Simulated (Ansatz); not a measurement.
The system is NiO2.

```
Ni O
1.0
     1.40213    0.80952    6.97429
    -1.40213    0.80952    6.97429
     0.00000   -1.61904    6.97429
Ni O
1 2
Direct
  0.00000 0.00000 0.00000
  0.37879 0.37879 0.37879
  0.62121 0.62121 0.62121
```

The cell comes from a database or a generator and needn't be the stable form of this composition.

Base run:

| Quantity | Value |
| --- | --- |
| Program | Ansatz 0.2.0 |
| Functional | LDA |
| Potentials or basis | Ansatz PAW |
| Cutoff | 420 eV (not typed: the program's choice for these potentials) |
| k mesh | 11 × 11 × 11 |
| Occupations | fermi-dirac, width 0.05 eV |
| Spin | collinear spin, ferromagnetic start |
| Starting moments | [1.0, 0.0, 0.0] μB |

Its results: band gap on the k mesh 1.19 eV, indirect (least direct gap 1.46 eV); pressure -7.9 GPa; net moment 0.00 μB per cell; largest force 0.975 eV/Å.

Question: The run is repeated on the same cell with these changes: functional from LDA to r2SCAN; cutoff from 420 eV (not typed: the program's choice for these potentials) to 500 eV (not typed: the program's choice for these potentials). What comes out?

Answer: Band gap on the k mesh 1.77 eV, indirect (least direct gap 2.02 eV); pressure -4.3 GPa; net moment 0.00 μB per cell; largest force 0.466 eV/Å.

r2SCAN gives the wider gap, since meta-GGAs in the generalised Kohn-Sham scheme recover part of the derivative discontinuity.

Caveats: the PAW data sets come from PBE, with cores solved anew for the run's functional, which leaves a small shift of forces and pressure; the starting moments weren't kept; the magnetic or orbital state may not be the lowest (some runs).
